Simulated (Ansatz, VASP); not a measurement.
## Os: programs and potentials compared

```xyz
2
Lattice="2.7341 0.0000 0.0000 -1.3671 2.3678 0.0000 0.0000 0.0000 4.3197" Properties=species:S:1:pos:R:3 pbc="T T T"
Os    1.3671    0.7893    3.2398
Os    0.0000    1.5785    1.0799
```

Alike in all runs: task single point; functional PBE; k mesh 11 × 11 × 6; occupations gaussian, width 0.025 eV; no spin polarisation; no spin-orbit coupling. Pressure is positive in compression and, in plane waves, holds the error of the finite cutoff, which Ansatz's Pulay term estimates and takes out.

```tsv
program and potentials	plane-wave cutoff (eV)	notes	pressure (GPa)
Ansatz, Ansatz PAW	420	16 valence electrons an atom on average; Pulay term of +0.09 GPa included	8.76
Ansatz, all-electron LAPW, scalar-relativistic	-	-	8.74
VASP, PBE PAW files Os, 520 eV	520	8 valence electrons an atom on average	8.80
```

The pressure spans 8.74 (Ansatz, all-electron LAPW, scalar-relativistic) to 8.80 GPa (VASP, PBE PAW files Os, 520 eV), with all-electron results at 8.74.

Differences between rows come from potentials, basis sets and numerical settings, since the functional is the same but for its coding. Runs on potential files found faulty are left out.
